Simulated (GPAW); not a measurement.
Runs of GPAW 26.7.0 on Os. It takes space group Fm-3m (No. 225, cubic). Conventional cell: a = 3.890 Å, b = 3.890 Å, c = 3.890 Å, α = 90.00°, β = 90.00°, γ = 90.00°. Around Os (site symmetry m-3m) lie 12 Os at 2.75 Å. This isn't the form of Os at room conditions, which is hcp.

```tsv
task	level	potentials or basis	spin	U	cell	k mesh	smearing	maxiter	U projector left unscaled	older calculator (legacy_gpaw)	data set	eigensolver	other keys	gap on the mesh (eV)	pressure (GPa)
single point	vdW-DF	GPAW PAW data sets (gpaw-data 1.2.1), pw	off	-	volume scaled by 1.08	12 × 12 × 12	fermi-dirac 0.05 eV	150	-	-	-	-	-	none	-
electrostatic potential	revTPSS+U	GPAW PAW data sets (gpaw-data 1.2.1), other valence, pw	off	Os d U = 2 eV	as given	12 × 12 × 12	gaussian 0.05 eV	60	no	yes	Os 8	-	several, not listed	none	(a)
single point	rSCAN+D3(BJ)+U	GPAW PAW data sets (gpaw-data 1.2.1), other valence, pw	off	Os d U = 7 eV	as given	12 × 12 × 12	fermi-dirac 0.05 eV	60	no	yes	Os 8	-	several, not listed	none	-27.2
single point	MS2	GPAW PAW data sets (gpaw-data 1.2.1), pw	off	-	cell strained at random at fixed volume	8 × 9 × 8	fermi-dirac 0.05 eV	150	-	-	-	-	-	none	-23.8
band structure	RPBE+D3	the program's PAW data sets (release 1.2.1) made for this functional, other valence, pw	SOC, no magnetisation	-	cell strained at random at fixed volume	10 × 10 × 10	fermi-dirac 0.05 eV	75	-	-	Os 8	cg	several, not listed	-	-9.6
```

Alike in all rows: cutoff (eV) 600.

Q: Fill in the values left out.

A: (a) -17.8.

Caveats: the PAW data sets were made with another functional, which shifts forces and pressure a little (some runs); U without spin polarisation on a metal has little footing (some runs); the U is typed as a test and isn't derived for this compound (some runs); pairwise dispersion overbinds metals, which lowers pressure and volume (some runs); spin-orbit coupling was added after a scalar SCF, so levels and gaps hold it while energy, forces, pressure and moments don't (some runs); this program's spin-orbit splittings come out too wide for heavy elements (some runs).

A k mesh can miss the band edges, and rows without SOC leave out spin-orbit coupling on Os.

A gap of «none» marks a metal or a gap under the smearing width.

The runs don't all hold the same shells in valence.
